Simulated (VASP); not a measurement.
Set up this calculation in VASP 6.6.1, as the native input.

| Item | Value |
| --- | --- |
| Task | band structure |
| Functional | TB-mBJ |
| Potentials or basis | VASP PAW PBE potentials, release 64 (Sn_d, Te) |
| Cutoff | 520 eV |
| k mesh | 10 × 10 × 10 |
| Occupations | gaussian, width 0.03 eV |
| Spin | spin-orbit coupling, no magnetisation |
| Further INCAR settings | ALGO = Normal; EDIFF = 1e-06 |

SnTe:

```
Sn Te
1.0
     0.00000    3.14484    3.14484
     3.14484    0.00000    3.14484
     3.14484    3.14484    0.00000
Sn Te
1 1
Cartesian
  0.0000 0.0000 0.0000
  3.1448 3.1448 3.1448
```

One way to write it, as run:

POSCAR

```
SnTe                                    
1.0
    0.0000000000      3.1448388752      3.1448388752
    3.1448388752      0.0000000000      3.1448388752
    3.1448388752      3.1448388752      0.0000000000
  Sn              Te            
     1     1
Direct
     0.0000000000000000    0.0000000000000000    0.0000000000000000
     0.5000000000000000    0.5000000000000000    0.5000000000000000
```

INCAR.step1

```
ALGO = Normal
EDIFF = 1E-5
ENCUT = 520
GGA = PE
GGA_COMPAT = F
ISIF = 2
ISMEAR = 0
KPAR = 4
LASPH = T
LCHARG = F
LORBIT = 11
LREAL = F
LSORBIT = T
LWAVE = T
MAGMOM = 0 0 0 0 0 0
NELM = 80
PREC = Accurate
SIGMA = 0.03
```

INCAR.step2

```
ALGO = Normal
EDIFF = 1E-6
ENCUT = 520
GGA_COMPAT = F
ISIF = 2
ISMEAR = 0
ISTART = 1
KPAR = 4
LASPH = T
LCHARG = F
LORBIT = 11
LREAL = F
LSORBIT = T
LWAVE = F
MAGMOM = 0 0 0 0 0 0
METAGGA = MBJ
NELM = 80
PREC = Accurate
SIGMA = 0.03
```

KPOINTS

```
k-points
0
Gamma
  10 10 10
```

KPOINTS_OPT

```
explicit points
302
Reciprocal
 0.0000000000  0.0000000000  0.0000000000 1
 0.0263157895  0.0000000000  0.0263157895 1
 0.0526315789  0.0000000000  0.0526315789 1
 0.0789473684  0.0000000000  0.0789473684 1
 0.1052631579  0.0000000000  0.1052631579 1
 0.1315789474  0.0000000000  0.1315789474 1
[... 294 lines left out ...]
 0.4875891700  0.0124108300  0.5000000000 1
 0.5124108300 -0.0124108300  0.5000000000 1
```

Potentials or basis: VASP PAW PBE potentials, release 64 (Sn_d, Te).

Command:

```bash
$ cat potpaw_PBE.64/Sn_d/POTCAR potpaw_PBE.64/Te/POTCAR > POTCAR
$ cp INCAR.step1 INCAR
$ mpirun -np 4 vasp_ncl > vasp.out
$ cp INCAR.step2 INCAR
$ mpirun -np 4 vasp_ncl > vasp.out
```

Results of the run:

- Valence electrons inside the program's atomic spheres: Sn 11.94; Te 3.44

It took 3.7 min on 4 MPI ranks on Intel(R) Xeon(R) 6975P-C (Granite Rapids), on a shared host, peak memory 0.58 GiB a rank.
